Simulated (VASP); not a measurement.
The system is GaN.

```
CELL_PARAMETERS angstrom
3.18000 0.00000 0.00000
-1.59000 2.75396 0.00000
0.00000 0.00000 5.16600
ATOMIC_POSITIONS crystal
Ga 0.66667 0.33333 0.50000
Ga 0.33333 0.66667 0.00000
N 0.66667 0.33333 0.87500
N 0.33333 0.66667 0.37500
```

Base run:

```yaml
Program: VASP 6.6.1
Functional: PBEsol
Potentials_or_basis: VASP PAW PBE potentials, release 64 (Ga_d, N)
Cutoff: 520 eV
k_mesh: 10 × 10 × 5
Occupations: fermi-dirac, width 0.05 eV
Spin: no spin polarisation
```

Its results: band gap on the k mesh 1.93 eV, direct.

Question: The run is repeated on the same cell with these changes: functional from PBEsol to r2SCAN. What comes out?

Answer: Band gap on the k mesh 2.38 eV, direct.

r2SCAN gives the wider gap, since meta-GGAs in the generalised Kohn-Sham scheme recover part of the derivative discontinuity.
